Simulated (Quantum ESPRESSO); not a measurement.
# CaSe (Fm-3m) in Quantum ESPRESSO: notebook

One crystal, CaSe, is run at these levels: r2SCAN; tasks: single point, equation of state.

All numbers are computed with Quantum ESPRESSO 7.5; they aren't measurements. Logs are shortened: lines on timing, memory, paths and dates and some standing lists are left out, and cuts for length are marked.

**1. Starting point**

The structure is cubic, space group Fm-3m (No. 225). Conventional cell: a = 5.912 Å, b = 5.912 Å, c = 5.912 Å, α = 90.00°, β = 90.00°, γ = 90.00°. Se (site symmetry m-3m) has 6 Ca at 2.96 Å as nearest neighbours. Around Ca (site symmetry m-3m) lie 6 Se at 2.96 Å.

**2. Single point, r2SCAN, 24.28 Å³/atom**

pw.in

```
&CONTROL
  calculation = 'scf'
  prefix = 'pwscf'
  outdir = './tmp'
  pseudo_dir = './pseudo'
  tstress = .true.
  disk_io = 'nowf'
/
&SYSTEM
  ibrav = 0
  nat = 2
  ntyp = 2
  ecutwfc = 70
  nbnd = 14
  input_dft = 'r2scan'
  occupations = 'smearing'
  smearing = 'fd'
  degauss = 0.00367493
  nosym = .true.
  nr1 = 48
  nr2 = 48
  nr3 = 48
/
&ELECTRONS
  conv_thr = 1d-08
  electron_maxstep = 120
  mixing_beta = 0.5
/
ATOMIC_SPECIES
Se    78.9710 Se_ONCV_PBE-1.2.upf
Ca    40.0780 Ca_ONCV_PBE-1.2.upf
CELL_PARAMETERS angstrom
   0.0000000000    2.8956565374    2.8956565374
   2.8956565374    0.0000000000    2.8956565374
   2.8956565374    2.8956565374    0.0000000000
ATOMIC_POSITIONS crystal
Se     0.5000000000    0.5000000000    0.5000000000
Ca     0.0000000000    0.0000000000    0.0000000000
K_POINTS automatic
6 6 6 0 0 0
```

Potentials or basis: SG15 PBE 1.2.

Run with:

```bash
OMP_NUM_THREADS=1 mpirun -n 4 pw.x -nk 4 -in pw.in > pw.out
```

pw.out:

```text
This program is part of the open-source Quantum ESPRESSO suite
     for quantum simulation of materials; please cite
         "P. Giannozzi et al., J. Phys.:Condens. Matter 21 395502 (2009);
         "P. Giannozzi et al., J. Phys.:Condens. Matter 29 465901 (2017);
         "P. Giannozzi et al., J. Chem. Phys. 152 154105 (2020);
     in publications or presentations arising from this work. More details at

     IMPORTANT: XC functional enforced from input :
     Exchange-correlation= R2SCAN
                           (   0   0   0   0   0 497 498)
     Any further DFT definition will be discarded
     Please, verify this is what you really want

     K-points division:     npool     =       4
     Subspace diagonalization in iterative solution of the eigenvalue problem:
     a serial algorithm will be used

     G-vector sticks info
     --------------------
     sticks:   dense  smooth     PW     G-vecs:    dense   smooth      PW
     Sum        1159    1159    349                25893    25893    4279

     Using Slab Decomposition

     bravais-lattice index     =            0
     lattice parameter (alat)  =       7.7386  a.u.
     unit-cell volume          =     327.6934 (a.u.)^3
     number of atoms/cell      =            2
     number of atomic types    =            2
     number of electrons       =        16.00
     number of Kohn-Sham states=           14
     kinetic-energy cutoff     =      70.0000  Ry
     charge density cutoff     =     280.0000  Ry
     scf convergence threshold =      1.0E-08
     mixing beta               =       0.5000
     number of iterations used =            8  plain     mixing
     Exchange-correlation= R2SCAN
                           (   0   0   0   0   0 497 498)

     celldm(1)=   7.738574  celldm(2)=   0.000000  celldm(3)=   0.000000
     celldm(4)=   0.000000  celldm(5)=   0.000000  celldm(6)=   0.000000

     crystal axes: (cart. coord. in units of alat)
               a(1) = (   0.000000   0.707107   0.707107 )
               a(2) = (   0.707107   0.000000   0.707107 )
               a(3) = (   0.707107   0.707107   0.000000 )

     reciprocal axes: (cart. coord. in units 2 pi/alat)
               b(1) = ( -0.707107  0.707107  0.707107 )
               b(2) = (  0.707107 -0.707107  0.707107 )
               b(3) = (  0.707107  0.707107 -0.707107 )

     PseudoPot. # 1 for Se read from file:
     Se_ONCV_PBE-1.2.upf
     Pseudo is Norm-conserving, Zval =  6.0
     Generated using ONCVPSP code by D. R. Hamann
     Using radial grid of  602 points,  6 beta functions with:
                l(1) =   0
                l(2) =   0
                l(3) =   1
                l(4) =   1
                l(5) =   2
                l(6) =   2

     PseudoPot. # 2 for Ca read from file:
     Ca_ONCV_PBE-1.2.upf
     Pseudo is Norm-conserving, Zval = 10.0
     Generated using ONCVPSP code by D. R. Hamann
     Using radial grid of  602 points,  6 beta functions with:
                l(1) =   0
                l(2) =   0
                l(3) =   1
                l(4) =   1
                l(5) =   2
                l(6) =   2

     atomic species   valence    mass     pseudopotential
     Se                6.00    78.97100     Se( 1.00)
     Ca               10.00    40.07800     Ca( 1.00)

     No symmetry found

   Cartesian axes

     site n.     atom                  positions (alat units)
         1        Se     tau(   1) = (   0.7071068   0.7071068   0.7071068  )
         2        Ca     tau(   2) = (   0.0000000   0.0000000   0.0000000  )

     number of k points=   112  Fermi-Dirac smearing, width (Ry)=  0.0037

     Number of k-points >= 100: set verbosity='high' to print them.

     Dense  grid:    25893 G-vectors     FFT dimensions: (  48,  48,  48)

     WARNING: libxc functional with ID  497 depends
      on external parameters: check the user_guide of
      QE if you need to modify them or to check their
      default values.

     WARNING: libxc functional with ID  498 depends
      on external parameters: check the user_guide of
      QE if you need to modify them or to check their
      default values.

     Initial potential from superposition of free atoms

     starting charge      15.7781, renormalised to      16.0000
     Starting wfcs are random

     Self-consistent Calculation

     iteration #  1     ecut=    70.00 Ry     beta= 0.50
     Davidson diagonalization with overlap
     ethr =  1.00E-02,  avg # of iterations =  9.4

     total energy              =     -93.01362702 Ry
     estimated scf accuracy    <       4.24038661 Ry

     iteration #  2     ecut=    70.00 Ry     beta= 0.50
     Davidson diagonalization with overlap
     ethr =  1.00E-02,  avg # of iterations =  1.0

     total energy              =     -93.04735644 Ry
     estimated scf accuracy    <       1.06570660 Ry

     iteration #  3     ecut=    70.00 Ry     beta= 0.50
     Davidson diagonalization with overlap
     ethr =  6.66E-03,  avg # of iterations =  1.0

     total energy              =     -93.05126330 Ry
     estimated scf accuracy    <       0.00163832 Ry

     iteration #  4     ecut=    70.00 Ry     beta= 0.50
     Davidson diagonalization with overlap
     ethr =  1.02E-05,  avg # of iterations =  7.1

     total energy              =     -93.05198733 Ry
     estimated scf accuracy    <       0.00036972 Ry

     iteration #  5     ecut=    70.00 Ry     beta= 0.50
     Davidson diagonalization with overlap
     ethr =  2.31E-06,  avg # of iterations =  2.0

     total energy              =     -93.05201934 Ry
     estimated scf accuracy    <       0.00002688 Ry

     iteration #  6     ecut=    70.00 Ry     beta= 0.50
     Davidson diagonalization with overlap
     ethr =  1.68E-07,  avg # of iterations =  1.6

     total energy              =     -93.05202028 Ry
     estimated scf accuracy    <       0.00000529 Ry

     iteration #  7     ecut=    70.00 Ry     beta= 0.50
     Davidson diagonalization with overlap
     ethr =  3.31E-08,  avg # of iterations =  1.7

     total energy              =     -93.05202062 Ry
     estimated scf accuracy    <       0.00000021 Ry

     iteration #  8     ecut=    70.00 Ry     beta= 0.50
     Davidson diagonalization with overlap
     ethr =  1.34E-09,  avg # of iterations =  1.8

     End of self-consistent calculation

     Number of k-points >= 100: set verbosity='high' to print the bands.

     the Fermi energy is     7.6627 ev

!    total energy              =     -93.05202064 Ry
     estimated scf accuracy    <          8.3E-09 Ry
     smearing contrib. (-TS)   =      -0.00000000 Ry
     internal energy E=F+TS    =     -93.05202064 Ry

     The total energy is F=E-TS. E is the sum of the following terms:
     one-electron contribution =     -28.34475712 Ry
     hartree contribution      =      18.89708862 Ry
     xc contribution           =     -14.67987382 Ry
     ewald contribution        =     -68.92447831 Ry

     convergence has been achieved in   8 iterations

     Computing stress (Cartesian axis) and pressure

          total   stress  (Ry/bohr**3)                   (kbar)     P=       47.65
   0.00032394  -0.00000000   0.00000000           47.65       -0.00        0.00
  -0.00000000   0.00032394   0.00000000           -0.00       47.65        0.00
   0.00000000   0.00000000   0.00032394            0.00        0.00       47.65

=------------------------------------------------------------------------------=
   JOB DONE.
=------------------------------------------------------------------------------=
```

It took 2.1 min on 4 MPI ranks of Intel Xeon Platinum 8375C at 2.90GHz (Ice Lake), shared host; peak memory 0.44 GiB.

Results:

- Free energy: -1266.0372 eV
- Pressure: 4.8 GPa
- Band gap on the k mesh: 2.31 eV, indirect (least direct gap 3.34 eV)

Caveat: the potentials were made for another functional, which shifts forces and pressure.

**3. Single point, r2SCAN, 24.80 Å³/atom**

pw.in: that of step 2 with these lines changed.

```diff
@@ -32,5 +32,5 @@
 CELL_PARAMETERS angstrom
-   0.0000000000    2.8956565374    2.8956565374
-   2.8956565374    0.0000000000    2.8956565374
-   2.8956565374    2.8956565374    0.0000000000
+   0.0000000000    2.9160491567    2.9160491567
+   2.9160491567    0.0000000000    2.9160491567
+   2.9160491567    2.9160491567    0.0000000000
 ATOMIC_POSITIONS crystal
```

Potentials or basis: SG15 PBE 1.2.

Run with:

```bash
OMP_NUM_THREADS=1 mpirun -n 4 pw.x -nk 4 -in pw.in > pw.out
```

Run time: 2.2 min. Hardware: 4 MPI ranks of Intel Xeon Platinum 8375C at 2.90GHz (Ice Lake), shared host; peak memory 0.44 GiB.

The run converged. Its results:

```
Free energy            : -1266.0633 eV
Pressure               : 3.3 GPa
Band gap on the k mesh : 2.37 eV, indirect (least direct gap 3.38 eV)
```

Caveat: the potentials were made for another functional, which shifts forces and pressure.

**4. Single point, r2SCAN, 25.31 Å³/atom**

pw.in: that of step 3 with these lines changed.

```diff
@@ -32,5 +32,5 @@
 CELL_PARAMETERS angstrom
-   0.0000000000    2.9160491567    2.9160491567
-   2.9160491567    0.0000000000    2.9160491567
-   2.9160491567    2.9160491567    0.0000000000
+   0.0000000000    2.9361604760    2.9361604760
+   2.9361604760    0.0000000000    2.9361604760
+   2.9361604760    2.9361604760    0.0000000000
 ATOMIC_POSITIONS crystal
```

Run with:

```bash
OMP_NUM_THREADS=1 mpirun -n 4 pw.x -nk 4 -in pw.in > pw.out
```

It took 2.1 min on 4 MPI ranks of Intel Xeon Platinum 8375C at 2.90GHz (Ice Lake), shared host; peak memory 0.44 GiB.

Results (log left out):

| Item | Value |
| --- | --- |
| Free energy | -1266.0807 eV |
| Pressure | 2.1 GPa |
| Band gap on the k mesh | 2.43 eV, indirect (least direct gap 3.42 eV) |

Caveat: the potentials were made for another functional, which shifts forces and pressure.

**5. Single point, r2SCAN, 25.83 Å³/atom**

pw.in: that of step 4 with these lines changed.

```diff
@@ -32,5 +32,5 @@
 CELL_PARAMETERS angstrom
-   0.0000000000    2.9361604760    2.9361604760
-   2.9361604760    0.0000000000    2.9361604760
-   2.9361604760    2.9361604760    0.0000000000
+   0.0000000000    2.9560000000    2.9560000000
+   2.9560000000    0.0000000000    2.9560000000
+   2.9560000000    2.9560000000    0.0000000000
 ATOMIC_POSITIONS crystal
```

Run with:

```bash
OMP_NUM_THREADS=1 mpirun -n 4 pw.x -nk 4 -in pw.in > pw.out
```

Wall time 2.2 min (4 MPI ranks of Intel Xeon Platinum 8375C at 2.90GHz (Ice Lake), shared host); peak memory 0.44 GiB.

Results (log left out):

| Property | Result |
| --- | --- |
| Free energy | -1266.0902 eV |
| Pressure | 0.9 GPa |
| Band gap on the k mesh | 2.48 eV, indirect (least direct gap 3.45 eV) |

Caveat: the potentials were made for another functional, which shifts forces and pressure.

**6. Single point, r2SCAN, 26.35 Å³/atom**

pw.in: that of step 5 with these lines changed.

```diff
@@ -32,5 +32,5 @@
 CELL_PARAMETERS angstrom
-   0.0000000000    2.9560000000    2.9560000000
-   2.9560000000    0.0000000000    2.9560000000
-   2.9560000000    2.9560000000    0.0000000000
+   0.0000000000    2.9755767295    2.9755767295
+   2.9755767295    0.0000000000    2.9755767295
+   2.9755767295    2.9755767295    0.0000000000
 ATOMIC_POSITIONS crystal
```

Potentials or basis: SG15 PBE 1.2.

Run with:

```bash
OMP_NUM_THREADS=1 mpirun -n 4 pw.x -nk 4 -in pw.in > pw.out
```

It took 2.2 min on 4 MPI ranks of Intel Xeon Platinum 8375C at 2.90GHz (Ice Lake), shared host; peak memory 0.44 GiB.

Results (log left out):

- Free energy: -1266.0927 eV
- Pressure: -0.1 GPa
- Band gap on the k mesh: 2.53 eV, indirect (least direct gap 3.48 eV)

Caveat: the potentials were made for another functional, which shifts forces and pressure.

**7. Single point, r2SCAN, 26.86 Å³/atom**

pw.in: that of step 6 with these lines changed.

```diff
@@ -32,5 +32,5 @@
 CELL_PARAMETERS angstrom
-   0.0000000000    2.9755767295    2.9755767295
-   2.9755767295    0.0000000000    2.9755767295
-   2.9755767295    2.9755767295    0.0000000000
+   0.0000000000    2.9948991977    2.9948991977
+   2.9948991977    0.0000000000    2.9948991977
+   2.9948991977    2.9948991977    0.0000000000
 ATOMIC_POSITIONS crystal
```

Run with:

```bash
OMP_NUM_THREADS=1 mpirun -n 4 pw.x -nk 4 -in pw.in > pw.out
```

Wall time 2.6 min (4 MPI ranks of Intel Xeon Platinum 8375C at 2.90GHz (Ice Lake), shared host); peak memory 0.48 GiB.

It converged, with:

```
Free energy            : -1266.0887 eV
Pressure               : -1.1 GPa
Band gap on the k mesh : 2.57 eV, indirect (least direct gap 3.50 eV)
```

Caveat: the potentials were made for another functional, which shifts forces and pressure.

**8. Single point, r2SCAN, 27.38 Å³/atom**

pw.in: that of step 7 with these lines changed.

```diff
@@ -32,5 +32,5 @@
 CELL_PARAMETERS angstrom
-   0.0000000000    2.9948991977    2.9948991977
-   2.9948991977    0.0000000000    2.9948991977
-   2.9948991977    2.9948991977    0.0000000000
+   0.0000000000    3.0139755031    3.0139755031
+   3.0139755031    0.0000000000    3.0139755031
+   3.0139755031    3.0139755031    0.0000000000
 ATOMIC_POSITIONS crystal
```

Run with:

```bash
OMP_NUM_THREADS=1 mpirun -n 4 pw.x -nk 4 -in pw.in > pw.out
```

It took 2 min on 4 MPI ranks of Intel Xeon Platinum 8375C at 2.90GHz (Ice Lake), shared host; peak memory 0.48 GiB.

It converged, with:

* Free energy: -1266.0789 eV
* Pressure: -1.9 GPa
* Band gap on the k mesh: 2.61 eV, indirect (least direct gap 3.52 eV)

Caveat: the potentials were made for another functional, which shifts forces and pressure.

**9. Equation of state, r2SCAN**

Potentials or basis: SG15 PBE 1.2.

No new run: the results of the series are fitted here.

What came out:

```
Equilibrium volume                      : 26.27 Å³/atom
Bulk modulus                            : 51 GPa
Pressure derivative of the bulk modulus : 4.1
```

Energy against volume, from the lowest point:
| volume (Å³/atom) | energy (meV/atom) |
| --- | --- |
| 24.280 | 27.72 |
| 24.796 | 14.67 |
| 25.313 | 5.98 |
| 25.829 | 1.21 |
| 26.346 | 0.00 |
| 26.863 | 2.00 |
| 27.379 | 6.89 |

Caveat: the potentials were made for another functional, which shifts forces and pressure. Zero-point motion and thermal expansion aren't in these numbers.
